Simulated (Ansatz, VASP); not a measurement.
One calculation of Ir, two programs

INCAR

```
ALGO     = Normal         # electronic algorithm
EDIFF    = 1E-7           # SCF threshold, eV
ENCUT    = 520            # plane-wave cutoff, eV
GGA      = PE             # functional
ISIF     = 2              # what is computed and relaxed
ISMEAR   = 0              # smearing method
LASPH    = True           # aspherical terms in the spheres
LCHARG   = False          # write CHGCAR
LREAL    = False          # projectors in reciprocal space
LWAVE    = False          # write WAVECAR
NBANDS   = 10             # bands
NELM     = 80             # most SCF steps
PREC     = Accurate       # precision mode
SIGMA    = 0.15           # smearing width, eV
```

Contents of KPOINTS:

```
k-points
0
Gamma
  22 22 22
```

The input POSCAR:

```
Ir
1.0
    0.0000000000      2.0156850000      1.9676925000
    2.0156850000      0.0000000000      1.9676925000
    2.0156850000      2.0156850000      0.0000000000
Ir
1
Direct
    0.0000000000      0.0000000000      0.0000000000
```

Input for Ansatz:

```yaml
crystal:
  lattice:
    - [0.0, 2.015685, 1.9676925]
    - [2.015685, 0.0, 1.9676925]
    - [2.015685, 2.015685, 0.0]
  atoms:
    - { symbol: Ir, position: [0.0, 0.0, 0.0] }
basis:
  ecutwfc: 420
kpoints:
  mp_grid: { grid: [22, 22, 22] }
hamiltonian:
  xc: pbe
scf:
  occupations: { method: gaussian, width: 0.15 }
output:
  forces: true
  stress: true
  eigenvalues: true
  write_density: true
  write_potential: true
  elf: true
  volumetric_format: npy
```

Change from the starting cell: strain +0.050 along x and y, +0.025 along z, atoms carried along.

Alike in both runs: task single point; functional PBE; k mesh 22 × 22 × 22; occupations gaussian, width 0.15 eV; no spin polarisation.

```csv
,VASP,Ansatz
version,VASP 6.6.1,Ansatz 0.2.0
potentials or method,"VASP PAW PBE potentials, release 64 (Ir)","scalar-relativistic, plane waves, PAW"
plane-wave cutoff (eV),520,420
valence electrons in the cell,9,17
```

```tsv
	VASP	Ansatz	Ansatz less VASP
gap on the k mesh at the Fermi level (eV)	none	none	-
pressure (GPa)	-26.0	-26.3	-0.26
largest component of the traceless stress (GPa)	4.13	4.16	+0.028
```

A gap of «none» marks a metal or a gap that the smearing closes. The two sets of potentials don't hold the same shells in valence.

Caveats: so large a pressure means that the cell lies far from this level's equilibrium, or that cutoff or potentials fall short (VASP). The runs have no spin-orbit coupling, so splittings on Ir are missing.
